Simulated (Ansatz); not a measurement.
## Al (hcp): energy against volume

These are results of Ansatz, DFT, PBE, plane waves (420 eV) with PAW, scalar-relativistic, not measurements.

The cell is scaled uniformly from the relaxed one, with fractional coordinates and shape fixed. Energies are extrapolated to zero smearing, pressures are those at the given smearing. Magnetic state: spin not included.

A Birch-Murnaghan fit gives V₀ = 16.62 Å³/atom, B₀ = 75 GPa, B₀′ = 4.5.

(1) What are the energy above the minimum and the pressure at 15.293 Å³/atom?

(2) What are the energy above the minimum and the pressure at 15.958 Å³/atom?

(3) What are the energy above the minimum and the pressure at 17.288 Å³/atom?

## Answers

(1) 28.6 meV/atom and 7.56 GPa as computed.

(2) 6.5 meV/atom and 3.39 GPa as computed.

(3) 5.9 meV/atom and -2.65 GPa as computed.
